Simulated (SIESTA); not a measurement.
Mo:

```
Mo
1.0
    -1.58381    1.58381    1.58381
     1.58381   -1.58381    1.58381
     1.58381    1.58381   -1.58381
Mo
1
Direct
  0.00000 0.00000 0.00000
```

Base run:

| Item | Value |
| --- | --- |
| Program | SIESTA 5.4.2 |
| Functional | vdW-DF-cx |
| Potentials or basis | PseudoDojo 0.4 standard (PBE files) |
| Basis | DZP (energy shift 0.003 Ry; two zetas on semicore shells) |
| Grid cutoff | 800 Ry |
| Energy shift | 0.003 Ry |
| k mesh | 12 × 12 × 12 |
| Occupations | fermi-dirac, width 0.05 eV |
| Spin | no spin polarisation |

Its results: band gap on the k mesh none (metal or under the smearing width); pressure -5.4 GPa.

Question: The run is repeated on the same cell with these changes: functional from vdW-DF-cx to PBE; basis from DZP (energy shift 0.003 Ry; two zetas on semicore shells) to TZDP (energy shift 0.003 Ry; two zetas on semicore shells). What comes out?

Answer: Band gap on the k mesh none (metal or under the smearing width); pressure 0.2 GPa.

Several settings changed at once, so the effect can't be laid on one alone.

Caveats: the basis of atomic orbitals isn't converged, which shifts pressures, moduli and gaps; the potentials were made for another functional, which shifts forces and pressure (some runs).
